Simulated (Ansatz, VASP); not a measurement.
# Two plane-wave programs on LiF

```
CELL_PARAMETERS angstrom
3.09297 0.00000 0.00000
-1.54649 2.67859 0.00000
0.00000 0.00000 12.05171
ATOMIC_POSITIONS crystal
Li 0.00000 0.00000 0.00000
Li 0.33333 0.66667 0.20000
Li 0.66667 0.33333 0.40000
Li 0.00000 0.00000 0.60000
Li 0.33333 0.66667 0.80000
F 0.00000 0.00000 0.15000
F 0.33333 0.66667 0.35000
F 0.66667 0.33333 0.55000
F 0.00000 0.00000 0.75000
F 0.33333 0.66667 0.95000
```

Alike in both runs: task relaxation of cell and atoms; functional PBEsol; k mesh 9 × 9 × 3; occupations gaussian, width 0.02 eV; no spin polarisation.

|  | VASP | Ansatz |
| --- | --- | --- |
| version | VASP 6.6.1 | Ansatz 0.2.0 |
| potentials or method | VASP PAW PBE potentials, release 64 (Li_sv, F) | scalar-relativistic, plane waves, PAW |
| plane-wave cutoff (eV) | 600 | 420 |
| valence electrons in the cell | 50 | 50 |

|  | VASP | Ansatz | Ansatz less VASP |
| --- | --- | --- | --- |
| gap on the k mesh at the Fermi level, each at its own relaxed structure (eV) | 7.66 | 7.65 | -0.010 |
| relaxed volume (Å³/atom) | 9.97 | 10.01 | +0.036 |
| relaxed cell length with the largest relative difference (Å) | 3.058 | 3.062 | +0.0046 |
| energy change over the relaxation (meV/atom) | -4 | -4 | +0.2 |

Caveats: the cutoff is under 1.25 times the usual one of these potentials, so pressure, stress and relaxed cells hold a basis-set (Pulay) error (VASP); the PAW data sets were made with another functional, which shifts forces and pressure a little (VASP); an odd mesh through Γ misses points on the zone boundary, where band edges often lie.
